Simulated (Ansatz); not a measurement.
Runs of Ansatz 0.2.0 on Ba. The structure is cubic, space group Im-3m (No. 229). Conventional cell: a = 5.013 Å, b = 5.013 Å, c = 5.013 Å, α = 90.00°, β = 90.00°, γ = 90.00°. Ba (site symmetry m-3m) is surrounded by 8 Ba at 4.34 Å. 

| task | level | potentials or basis | spin | fixed moment (μB) | cell | k mesh | cutoff (eV) | smearing | basis error allowed | gap on the mesh (eV) | pressure (GPa) |
| --- | --- | --- | --- | --- | --- | --- | --- | --- | --- | --- | --- |
| single point | PBE | all-electron LAPW, scalar-relativistic | off | - | as given | 5 × 5 × 5 | 68 | fermi-dirac 0.04 eV | 0.002 eV/atom | none | -0.1 |
| band structure | PBEsol | all-electron PAW datasets made for the crystal | off | - | as given | 8 × 8 × 8 | 220 | fermi-dirac 0.05 eV | - | - | -0.7 |
| band structure | PBE | all-electron LAPW, relativistic spinors | SOC, no magnetisation | - | as given | 6 × 6 × 6 | 74 | fermi-dirac 0.05 eV | 0.001 eV/atom | - | 0.1 |
| relaxation of cell and atoms | PBEsol | all-electron LAPW, scalar-relativistic | off | - | relaxed to 10 GPa | 8 × 8 × 8 | - | fermi-dirac 0.05 eV | 0.001 eV/atom | - | 10.0 |
| elastic constants | revPBE | all-electron LAPW, scalar-relativistic | off | - | as given | 6 × 6 × 6 | 80 | gaussian 0.1 eV | 0.001 eV/atom | none | 0.7 |
| single point | PBEsol+D3(BJ) | all-electron LAPW, scalar-relativistic | collinear, ferromagnetic start | 2.0 | as given | 8 × 8 × 8 | 74 | fermi-dirac 0.05 eV | 0.001 eV/atom | - | (a) |
| band structure | PBEsol | all-electron LAPW, inner shells corrected to Dirac's equation | off | - | as given | 8 × 8 × 8 | 74 | fermi-dirac 0.05 eV | 0.001 eV/atom | - | -0.7 |
| relaxation of cell and atoms | PBE | all-electron LAPW, scalar-relativistic | off | - | relaxed | 6 × 6 × 6 | - | fermi-dirac 0.05 eV | 0.001 eV/atom | - | 0.0 |

Question: Fill in the values left out.

Answer: (a) -1.3.

Caveats: the k mesh is thin for a metal, which can move the energy by tens of meV per atom (some runs); spin-orbit coupling is left out, which moves the levels of the heavy elements (some runs); a metal's response needs a denser mesh (some runs); elastic constants of metals need much finer meshes, so these are rough (some runs); the total moment is fixed, so each spin has its own Fermi level (some runs).

A k mesh can miss the band edges, and rows without SOC leave out spin-orbit coupling on Ba.

A gap of «none» marks a metal or a gap under the smearing width.

The runs don't all hold the same shells in valence.
